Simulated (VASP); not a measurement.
Input of a VASP 6.6.1 run:

File INCAR:

```
  PREC = Accurate
  ENCUT = 600
  EDIFF = 1E-8
  ISMEAR = 0
  SIGMA = 0.02
  LREAL = False
  LASPH = True
  NELM = 80
  ALGO = Fast
  ISIF = 2
  LWAVE = False
  LCHARG = False
  GGA = CA
  LEPSILON = True
  IBRION = 8
  NSW = 1
```

Contents of KPOINTS:

```
regular mesh
0
Gamma
  3 3 2
```

The input POSCAR:

```
SnSe2
1.0
    3.8032200000      0.0000000000      0.0000000000
   -1.9016100000      3.2936900000      0.0000000000
    0.0000000000      0.0000000000      5.8891000000
Sn Se
1 2
Direct
    0.0000000000      0.0000000000      0.0000000000
    0.6666700000      0.3333300000      0.7317900000
    0.3333300000      0.6666700000      0.2682100000
```

Potentials or basis: VASP PAW LDA potentials, release 64 (Sn_d, Se).

Launch:

```console
$ cat potpaw_LDA.64/Sn_d/POTCAR potpaw_LDA.64/Se/POTCAR > POTCAR
$ mpirun -np 1 vasp_std > vasp.out
```

Task: Estimate the electronic dielectric tensor (diagonal).

Result: 32.98, 32.98, 72.21.

Task: Estimate the Born charges (mean of the diagonal).

Result: Sn +5.40; Se -2.70 e.

Task: Estimate the highest phonon frequency at Γ, LO-TO splitting left out.

Result: 243 cm⁻¹.

Task: Estimate the band gap on the k mesh.

Result: 0.62 eV, indirect (least direct gap 0.66 eV).

Electronic dielectric tensor:
```
32.98  0.00  0.00
 0.00 32.98  0.00
 0.00  0.00 72.21
```

Caveat: the k mesh is coarse (spacing up to 0.64 Å⁻¹), so the values aren't converged; the gap is small at this level, which inflates the dielectric constant; spin-orbit coupling is left out, which moves the levels of the heavy elements; an odd mesh through Γ misses points on the zone boundary, where band edges often lie.
